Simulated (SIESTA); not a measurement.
NaCl:

```
Cl Na
1.0
     0.00000    2.79406    2.79406
     2.79406    0.00000    2.79406
     2.79406    2.79406    0.00000
Cl Na
1 1
Direct
  0.50000 0.50000 0.50000
  0.00000 0.00000 0.00000
```

The cell is a database's computed one.

- Program: SIESTA 5.4.2
- Task: single point
- Functional: PBE
- Potentials or basis: PseudoDojo 0.4 standard (PBE files)
- Basis: DZP (energy shift 0.002 Ry; radii capped at 9.5 bohr)
- Grid cutoff: 800 Ry
- Energy shift: 0.002 Ry
- k mesh: 8 × 8 × 8
- Occupations: fermi-dirac, width 0.05 eV
- Spin: no spin polarisation

On this cell: pressure 1.7 GPa; largest force zero by symmetry; band gap on the k mesh 5.30 eV, direct.

The same run follows on a disturbed copy (atoms moved at random, drawn with an rms of 0.05 Å):

```
Cl Na
1.0
     0.00000    2.79406    2.79406
     2.79406    0.00000    2.79406
     2.79406    2.79406    0.00000
Cl Na
1 1
Direct
  0.48821 0.51264 0.50193
  0.99583 0.00299 0.99639
```

Q: What changes?

A: The energy moves by +0.9 meV/atom; pressure 1.8 GPa; largest force 0.079 eV/Å; band gap on the k mesh 5.30 eV, direct.

Forces on the atoms (eV/Å):
```
Cl  -0.077  0.011 -0.010
Na   0.078  0.001  0.011
```

Stress tensor (GPa, compression positive):
```
1.85 0.00 0.00
0.00 1.74 0.00
0.00 0.00 1.74
```

The forces don't sum to zero, so they hold noise of the program's grid.

Caveats: semicore shells carry a single zeta, which can move pressures by several GPa and volumes by a few percent; the basis of atomic orbitals isn't converged, which shifts pressures, moduli and gaps.

